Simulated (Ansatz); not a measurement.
MoTe2 in the 2H-MoS2-type structure: a band-structure calculation in Ansatz 0.2.0 (PBE). Cell and atoms come from a relaxation with r2SCAN+rVV10.

```yaml
crystal:
  lattice:
    - [3.542132108, 0.0, 0.0]
    - [-1.771066054, 3.0675763891, 0.0]
    - [0.0, 0.0, 14.1766477339]
  atoms:
    - { symbol: Mo, position: [0.3333333333, 0.6666666667, 0.25] }
    - { symbol: Mo, position: [0.6666666667, 0.3333333333, 0.75] }
    - { symbol: Te, position: [0.6666666667, 0.3333333333, 0.3765847517] }
    - { symbol: Te, position: [0.6666666667, 0.3333333333, 0.1234152483] }
    - { symbol: Te, position: [0.3333333333, 0.6666666667, 0.8765847517] }
    - { symbol: Te, position: [0.3333333333, 0.6666666667, 0.6234152483] }
kpoints:
  mp_grid: { grid: [12, 12, 2] }
  band_path:
    path:
      - [[0.0, 0.0, 0.0], [0.5, 6.679076998e-17, 1.762369099987e-34], [0.3333333333333, 0.3333333333333, -2.954961557854e-35], [0.0, 0.0, 0.0], [1.749005772742e-51, -1.351610490096e-51, 0.5], [0.5, 6.679076998e-17, 0.5], [0.3333333333333, 0.3333333333333, 0.5], [1.749005772742e-51, -1.351610490096e-51, 0.5]]
      - [[0.5, 6.679076998e-17, 0.5], [0.5, 6.679076998e-17, 1.762369099987e-34]]
      - [[0.3333333333333, 0.3333333333333, 0.5], [0.3333333333333, 0.3333333333333, -2.954961557854e-35]]
    npoints: 10
hamiltonian:
  xc: pbe
scf:
  occupations: { method: fermi_dirac, width: 0.02 }
  n_extra_bands: 5
output:
  forces: true
  stress: true
  eigenvalues: true
```

In the abridged output below, numbers in square brackets stand for lines, or ends of lines, that were taken out.
```
scf.n_extra_bands = 5 over 46 filled bands (N_el = 92.0): the run solves 51 bands
Pseudopotential: Mo, paw, valence charge 14, recommended cutoff 420 eV (normal)
Pseudopotential: Te, paw, valence charge 16, recommended cutoff 420 eV (normal)
Functional definition: PBE
  parameter kappa = 0.804
  parameter beta = 0.06672455060314922
  exchange = pbe_x(kappa = kappa, mu = beta*pi^2/3)
  correlation = pbe_c(beta = beta)
Crystal: 6 atoms, lattice volume = 154.040 Å³
Basis set: ecut = 420 eV, 2981 PW (Γ)
Symmetry: 24 space group operations
Space group: P63/mmc (ITA 194)
k-points: 38 of 288
SCF 1 converged in 7 iterations: F = -37833.437558 eV  dr2 = 8.50e-8
SCF converged after 7 iterations
Free energy (F): -37833.437558 eV
[1]
--- Per-component energies (eV) ---
  E_band       = -1186.615611
  E_kinetic    = 1608.314565
  E_local      = -7744.354561
  E_nonlocal   = -952.651287
  E_hartree    = 4294.459379
  E_xc         = -865.411428
  E_vxc        = -876.443069
  E_paw        = -25053.927929
  E_vpaw       = -1810.402511
  E_ewald      = -9119.865718
--- Forces (eV/Å), atoms counted from 1 ---
[2]
--- Stress (GPa, compression-positive) ---
        1.499852       0.000000       0.000000
        0.000000       1.499852       0.000000
        0.000000       0.000000       2.738941
  P = ⅓ Tr σ = 1.9129 GPa (19.129 kbar)
--- Band table (eV; the first three rows and the last of 38) ---
[3]
```

The rows of the band table are 0: (0, 0, 0) = Γ, 1: (0, 0, -1/2) = A, 2: (0, 0.083, 0), 37: (1/3, 1/3, -1/2) = H.

Task: Fill in the blanks. They hold the Fermi energy and the band table, the forces.

Result:
```
[1]
Fermi energy:    12.369015 eV
[2]
  atom   1  Mo      0.00000      0.00000      0.00000
  atom   2  Mo      0.00000      0.00000      0.00000
  atom   3  Te      0.00000      0.00000      0.19849
  atom   4  Te      0.00000      0.00000    -0.19849
  atom   5  Te      0.00000      0.00000      0.19849
  atom   6  Te      0.00000      0.00000    -0.19849
[3]
  k-point 0: bands = […, 10.9183, 10.9471, 10.9471, 11.0308, 11.5773, 11.9826, 14.8508, 14.8508, 14.9567, 14.9567, …]
  k-point 1: bands = […, 10.9328, 10.9328, 10.9328, 10.9328, 11.8858, 11.8858, 14.8848, 14.8848, 14.8848, 14.8848, …]
  k-point 2: bands = […, 10.7876, 10.8223, 10.9332, 11.0530, 11.7822, 11.8876, 14.5030, 14.5799, 14.6587, 14.7472, …]
  k-point 37: bands = […, 9.2306, 9.2306, 10.0573, 10.0573, 11.7929, 11.7929, 12.9142, 12.9142, 13.6738, 13.6738, …]
```
Only the leading digits can be foreseen; the rest is this run's record.

With PBE the valence top lies at Γ and the conduction bottom at K–Γ (0.40 of the way from K), 0.77 eV higher; the smallest vertical gap, at K, is 1.00 eV. The mean pressure at these positions is +1.91 GPa, compression counted positive. The largest force is 0.20 eV/Å.

Run as `ansatz run input.yaml --threads 2 --pin off --max-ram 29491MiB --backend cpu --events-out ev --progress --plain --runs-dir out`. Wall time 15 s on 2 threads of AMD EPYC 7R13 Processor (Zen 3), on a shared host, load about 1.4 per core; peak host memory 0.75 GiB.

Calculated for a static, non-magnetic cell.

Spin-orbit coupling is left out, which matters wherever the heavy atoms make up the band edges.
